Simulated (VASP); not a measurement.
# ZnGe2N2 (P-3m1) in VASP: a series of runs

The runs below take ZnGe2N2 through relaxation of cell and atoms, with PBE.

Program: VASP 6.6.1. These are calculated values, not measurements. Logs are shortened: lines on timing, memory, paths and dates and some standing lists are left out, and cuts for length are marked.

### 1 The structure

Symmetry: P-3m1, No. 164, trigonal system. The conventional cell has a = 3.300 Å, b = 3.300 Å, c = 7.500 Å, α = 90.00°, β = 90.00°, γ = 120.00°. Zn (site symmetry -3m) has 6 N at 2.20 Å as nearest neighbours. Ge (site symmetry 3m) has 3 N at 2.06 Å as nearest neighbours. Around N (site symmetry 3m) lie 3 Ge at 2.06 Å and 3 Zn at 2.20 Å.

The cell was built by a generator and needn't be a form met in nature.

### 2 Relaxation of cell and atoms, PBE

INCAR

```
SYSTEM = ZnGe2N2
PREC = Normal
ENCUT = 520
EDIFF = 1E-4
ISMEAR = 0
SIGMA = 0.15
LREAL = .False.
LASPH = .True.
NELM = 60
ALGO = Fast
ISIF = 3
LWAVE = .False.
LCHARG = .False.
GGA = PE
IBRION = 2
NSW = 24
EDIFFG = -0.08
KPAR = 2
```

KPOINTS

```
regular mesh
0
Gamma
  5 5 2
  0 0 0
```

POSCAR

```
ZnGe2N2
1.0
    3.3000000000      0.0000000000      0.0000000000
   -1.6500000000      2.8578838300      0.0000000000
    0.0000000000      0.0000000000      7.5000000000
Zn Ge N
1 2 2
Direct
    0.0000000000      0.0000000000      0.0000000000
    0.6666666700      0.3333333300      0.2530000000
    0.3333333300      0.6666666700      0.7470000000
    0.3333333300      0.6666666700      0.1470000000
    0.6666666700      0.3333333300      0.8530000000
```

Potentials or basis: VASP PAW PBE potentials, release 64 (Zn, Ge_d, N).

Launch:

```bash
$ cat potpaw_PBE.64/Zn/POTCAR potpaw_PBE.64/Ge_d/POTCAR potpaw_PBE.64/N/POTCAR > POTCAR
$ mpirun -np 2 vasp_std > vasp.out
```

OUTCAR:

```text
SYSTEM = ZnGe2N2
   PREC = Normal
   ENCUT = 520
   EDIFF = 1E-4
   ISMEAR = 0
   LREAL = .False.
   LASPH = .True.
   NELM = 60
   ISIF = 3
   GGA = PE
   IBRION = 2
   NSW = 24
   EDIFFG = -0.08

 ion  position               nearest neighbor table
   1  0.000  0.000  0.000-   4 2.20   5 2.20   4 2.20   5 2.20   5 2.20   4 2.20   2 2.69   3 2.69
                             3 2.69   2 2.69   3 2.69   2 2.69
   2  0.667  0.333  0.253-   4 2.06   4 2.06   4 2.06   1 2.69   1 2.69   1 2.69
   3  0.333  0.667  0.747-   5 2.06   5 2.06   5 2.06   1 2.69   1 2.69   1 2.69
   4  0.333  0.667  0.147-   2 2.06   2 2.06   2 2.06   1 2.20   1 2.20   1 2.20
   5  0.667  0.333  0.853-   3 2.06   3 2.06   3 2.06   1 2.20   1 2.20   1 2.20

  LATTYP: Found a hexagonal cell.
 ALAT       =     3.3000000000
 C/A-ratio  =     2.2727272727

  Lattice vectors:

 A1 = (   3.3000000000,   0.0000000000,   0.0000000000)
 A2 = (  -1.6500000000,   2.8578838300,   0.0000000000)
 A3 = (   0.0000000000,   0.0000000000,   7.5000000000)

Analysis of symmetry for initial positions (statically):
=====================================================================
 Subroutine PRICEL returns:
 Original cell was already a primitive cell.

 Routine SETGRP: Setting up the symmetry group for a
 hexagonal supercell.

 Subroutine GETGRP returns: Found 12 space group operations
 (whereof 12 operations were pure point group operations)
 out of a pool of 24 trial point group operations.

The static configuration has the point symmetry D_3d.

Analysis of symmetry for dynamics (positions and initial velocities):
=====================================================================
 Subroutine PRICEL returns:
 Original cell was already a primitive cell.

 Routine SETGRP: Setting up the symmetry group for a
 hexagonal supercell.

 Subroutine GETGRP returns: Found 12 space group operations
 (whereof 12 operations were pure point group operations)
 out of a pool of 24 trial point group operations.

The dynamic configuration has the point symmetry D_3d.

 Subroutine INISYM returns: Found 12 space group operations
 (whereof 12 operations are pure point group operations),
 and found     1 'primitive' translations

----------------------------------------------------------------------------------------

                                     Primitive cell

  volume of cell :      70.7326

  direct lattice vectors                    reciprocal lattice vectors
[... 75 lines left out ...]
   LASPH  =      T    aspherical Exc in radial PAW
   ENCUT  =  520.0 eV  38.22 Ry    6.18 a.u.   6.14  6.14 13.95*2*pi/ulx,y,z
   NELM   =     60;   NELMIN=  2; NELMDL= -5     # of ELM steps
   EDIFF  = 0.1E-03   stopping-criterion for ELM
   LREAL  =      F    real-space projection
   EDIFFG = -.8E-01   stopping-criterion for IOM
   NSW    =     24    number of steps for IOM
   IBRION =      2    ionic relax: 0-MD 1-quasi-New 2-CG
   NFREE  =      1    steps in history (QN), initial steepest desc. (CG)
   ISIF   =      3    stress and relaxation
   ISYM   =      2    0-nonsym 1-usesym 2-fastsym
   POTIM  = 0.5000    time-step for ionic-motion
   TEBEG  =    0.0;   TEEND  =   0.0 temperature during run
   PSTRESS=    0.0 pullay stress
   NELECT =      50.0000    total number of electrons
   NUPDOWN=      -1.0000    fix difference up-down
   EMIN   =  10.00;   EMAX   =-10.00  energy-range for DOS
   EFERMI =   0.00;   METHOD = LEGACY
   ISMEAR =     0;   SIGMA  =   0.15  broadening in eV -4-tet -1-fermi 0-gaus
   EFERMI_NEDOS =   21; number of points for ismear=-14 and -15
   IALGO  =     68    algorithm
   IMIX   =      4    mixing-type and parameters
     AMIX     =   0.40;   BMIX     =  1.00
     AMIX_MAG =   1.60;   BMIX_MAG =  1.00
  volume/ion in A,a.u.               =      14.15        95.47
  Fermi-wavevector in a.u.,A,eV,Ry     =   1.458338  2.755860 28.936193  2.126750
  Thomas-Fermi vector in A             =   2.575034
   LORBIT       =      0    0 simple, 1 ext, 2 COOP (PROOUT), +10 PAW based schemes
   GGA     = PE    functional components
   LHFCALC =     F    Hartree Fock is set to
   AEXX    =    0.0000 exact exchange contribution
   IVDW    =     0    specifies the selected vdW correction
   LEPSILON=     F    determine dielectric tensor
   LRPA    =     F    only Hartree local field effects (RPA)
 conjugate gradient relaxation of ions
 non-spin polarized calculation
 RMM-DIIS sequential band-by-band and
 Gauss-broadening in eV      SIGMA  =   0.15
  energy-cutoff  :      520.00
  volume of cell :       70.73
 maximum number of plane-waves:      1911
   NGX = 13   NGY = 13   NGZ = 27

--------------------------------------- Ionic step        1  -------------------------------------------

 number of electron      49.9999973 magnetization

 Free energy of the ion-electron system (eV)
  ---------------------------------------------------
  ext. energy  EPLUGINS =         0.00000000
  ---------------------------------------------------
  free energy    TOTEN  =       -22.84616923 eV

  energy without entropy =      -22.81858621  energy(sigma->0) =      -22.83237772

------------------------ aborting loop because EDIFF is reached ----------------------------------------

  FORCE on cell =-STRESS in cart. coord.  units (eV):
  Direction    XX          YY          ZZ          XY          YZ          ZX
  --------------------------------------------------------------------------------------
  -------------------------------------------------------------------------------------
  Total        4.7945696      4.7945696     12.0255048      0.0000000      0.0000000      0.0000000
  in kB      108.6026540    108.6026538    272.3918581      0.0000000      0.0000000      0.0000000
  external PRESSURE =     163.1990553 kB  Pullay stress =       0.0000000 kB
[... 775 lines left out ...]
     29       8.0878      0.00000
     30       8.2557      0.00000

[... ionic steps 4 to 12 ...]

--------------------------------------- Ionic step       13  -------------------------------------------

 number of electron      50.0000132 magnetization

------------------------ aborting loop because EDIFF is reached ----------------------------------------
[... 73 lines left out ...]
--------------------------------------- Ionic step       15  -------------------------------------------

 number of electron      50.0000127 magnetization

 Free energy of the ion-electron system (eV)
  ---------------------------------------------------
  ext. energy  EPLUGINS =         0.00000000
  ---------------------------------------------------
  free energy    TOTEN  =       -25.20323365 eV

  energy without entropy =      -25.20323291  energy(sigma->0) =      -25.20323328

 E-fermi :   4.9770     XC(G=0): -10.8897

 val. band max:        4.4975842829   @ k =   0.2000   0.0000   0.0000
 cond. band min:       5.4564243844   @ k =   0.4000   0.0000   0.5000
 fundamental gap:      0.9588401014
 Fermi energy:         4.9770033123
[... 360 lines left out ...]
  FREE ENERGIE OF THE ION-ELECTRON SYSTEM (eV)
  ---------------------------------------------------
  free  energy   TOTEN  =       -25.2032336495 eV

  energy  without entropy=      -25.2032329060  energy(sigma->0) =      -25.20323328

 reached required accuracy - stopping structural energy minimisation
```

CONTCAR:

```text
ZnGe2N2
   1.00000000000000
     3.0507614299356662   -0.0000000000000000   -0.0000000000000000
    -1.5253807149678331    2.6420368973130404   -0.0000000000000000
    -0.0000000000000000    0.0000000000000000    8.8610179931550537
  Zn              Ge              N
     1     2     2
Direct
     0.0000000000000000    0.0000000000000000    0.0000000000000000
     0.6666666699999979    0.3333333300000021    0.2859334605580309
     0.3333333300000021    0.6666666699999979    0.7140665394419694
     0.3333333300000021    0.6666666699999979    0.1585391098039209
     0.6666666699999979    0.3333333300000021    0.8414608901960792

  0.00000000E+00  0.00000000E+00  0.00000000E+00
  0.00000000E+00  0.00000000E+00  0.00000000E+00
  0.00000000E+00  0.00000000E+00  0.00000000E+00
  0.00000000E+00  0.00000000E+00  0.00000000E+00
  0.00000000E+00  0.00000000E+00  0.00000000E+00
```

Run time: 61 s. Hardware: 2 MPI ranks of Intel Xeon Platinum 8488C (Sapphire Rapids), shared host; peak memory 0.14 GiB.

Results:

```
Free energy                            : -25.2032 eV
Relaxed volume                         : 14.28 Å³/atom
Relaxed cell                           : a = 3.051 Å, b = 3.051 Å, c = 8.861 Å, α = 90.00°, β = 90.00°, γ = 120.00°
Space group after relaxing (to 0.05 Å) : P-3m1 (No. 164)
Energy gained by relaxing              : 471.4 meV/atom
Ionic steps                            : 15
Pressure after relaxing                : -0.1 GPa
Largest force after relaxing           : 0.077 eV/Å
Band gap on the k mesh                 : 0.96 eV, indirect (least direct gap 1.56 eV)
```

Forces in eV/Å, atoms in the order of the input:
```
Zn   0.000  0.000  0.000
Ge   0.000  0.000  0.077
Ge   0.000  0.000 -0.077
N    0.000  0.000  0.024
N    0.000  0.000 -0.024
```

The path:
```
step  energy change (eV)  largest force (eV/Å)  pressure (GPa)  volume (Å³)
   1              0.0000                3.8464           16.32        70.73
   2             -1.0118                0.8186          -11.61        86.41
   3             -1.1635                0.7241           -6.84        81.97
   4             -1.8897                1.0452           -8.17        78.97
   5             -1.9947                1.3754           -8.76        77.65
   6             -2.2444                0.6825            7.95        67.30
   7             -2.3217                0.5975            1.54        70.42
   8             -2.3501                0.1871            0.88        71.29
   9             -2.3515                0.3151            0.47        71.73
  10             -2.3519                0.2200            1.60        71.61
  11             -2.3518                0.2841           -0.02        71.68
  12             -2.3519                0.2398           -0.08        71.65
  13             -2.3553                0.0334           -0.57        71.77
  14             -2.3553                0.0803           -0.38        71.77
  15             -2.3571                0.0773           -0.11        71.42
```

Final structure:
```
Zn Ge N
1.0
     3.05076    0.00000    0.00000
    -1.52538    2.64204    0.00000
     0.00000    0.00000    8.86102
Zn Ge N
1 2 2
Direct
  0.00000 0.00000 0.00000
  0.66667 0.33333 0.28593
  0.33333 0.66667 0.71407
  0.33333 0.66667 0.15854
  0.66667 0.33333 0.84146
```

Levels at points of the mesh, in eV from the valence-band top:
```tsv
k point	band 21	band 22	band 23	band 24	band 25	band 26	band 27	band 28	band 29	band 30
(0.00, 0.00, 0.00)	-1.33	-1.33	-0.99	-0.99	-0.29	1.74	3.39	6.73	7.64	7.64
(0.00, 0.00, 0.50)	-1.47	-1.33	-1.33	-0.99	-0.99	2.59	3.16	7.02	7.60	7.60
```

Caveat: the k mesh is coarse (spacing up to 0.44 Å⁻¹), so the values aren't converged; an odd mesh through Γ misses points on the zone boundary, where band edges often lie; the relaxation stopped at a loose force limit of 0.08 eV/Å, so its end isn't a converged minimum. PBE gaps usually lie below the measured ones, often by a third to a half.

(Part 1 of 2 ends here.)
